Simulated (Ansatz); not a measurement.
MoS2:

```
CELL_PARAMETERS angstrom
1.58000 0.91221 6.15000
-1.58000 0.91221 6.15000
0.00000 -1.82443 6.15000
ATOMIC_POSITIONS crystal
Mo 0.00000 0.00000 0.00000
S 0.41700 0.41700 0.41700
S 0.25000 0.25000 0.25000
```

Measurements of this composition are mostly on another form, of space group No. 194.

Base run:

* Program: Ansatz 0.2.0
* Functional: revPBE
* Potentials or basis: Ansatz PAW
* Cutoff: 420 eV (not typed: the program's choice for these potentials)
* k mesh: 10 × 10 × 10
* Occupations: fermi-dirac, width 0.05 eV
* Spin: no spin polarisation

Its results: band gap on the k mesh 0.99 eV, indirect (least direct gap 1.96 eV); pressure 7.3 GPa; largest force 0.571 eV/Å.

**Question.** The run is repeated on the same cell with these changes: functional from revPBE to PBEsol. What comes out?

**Answer.** Band gap on the k mesh 0.91 eV, indirect (least direct gap 1.96 eV); pressure 0.3 GPa; largest force 0.259 eV/Å.

PBEsol binds more tightly than revPBE, so the same cell stands under less pressure.

Caveats: the PAW data sets come from PBE, with cores solved anew for the run's functional, which leaves a small shift of forces and pressure; the k mesh misses the band edges, so the gap on the mesh is wider than the one along the path (some runs).
